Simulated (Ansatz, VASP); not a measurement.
# Two plane-wave programs on TiSi16 (a cell with a defect)

```
CELL_PARAMETERS angstrom
0.00000 5.43000 5.43000
5.43000 0.00000 5.43000
5.43000 5.43000 0.00000
ATOMIC_POSITIONS crystal
Si 0.00421 0.00345 0.98912
Si 0.12887 0.12798 0.12163
Si 0.00415 0.00346 0.50339
Si 0.12553 0.12488 0.62483
Si 0.99645 0.50131 0.00121
Si 0.12891 0.62173 0.12167
Si 0.00425 0.48918 0.50337
Si 0.12888 0.62171 0.62789
Si 0.50217 0.99548 0.00127
Si 0.62246 0.12809 0.12169
Si 0.48983 0.00354 0.50342
Si 0.62241 0.12808 0.62797
Si 0.50221 0.50140 0.00129
Si 0.62587 0.62489 0.12475
Si 0.50219 0.50138 0.49535
Si 0.62248 0.62178 0.62798
Ti 0.87560 0.87490 0.37482
```

Alike in both runs: functional LDA; k mesh 2 × 2 × 2; occupations fermi-dirac, width 0.05 eV; no spin polarisation.

Ansatz relaxed the structure, and its values are those at the end. VASP's run is a single point on that final structure, the one shown.

|  | VASP | Ansatz |
| --- | --- | --- |
| version | VASP 6.6.1 | Ansatz 0.2.0 |
| potentials or method | VASP PAW LDA potentials, release 64 (Si, Ti_sv) | scalar-relativistic, plane waves, PAW |
| plane-wave cutoff (eV) | 520 | 420 |
| valence electrons in the cell | 76 | 76 |

Ansatz gave:

| Item | Value |
| --- | --- |
| rms of the force components (eV/Å) | 0.001 |

Which values does VASP return?

rms of the force components (eV/Å): 0.003.

Ansatz warned: «pseudo_functional_mismatch».

Caveats: the k mesh is coarse (spacing up to 0.50 Å⁻¹), so the values aren't converged.
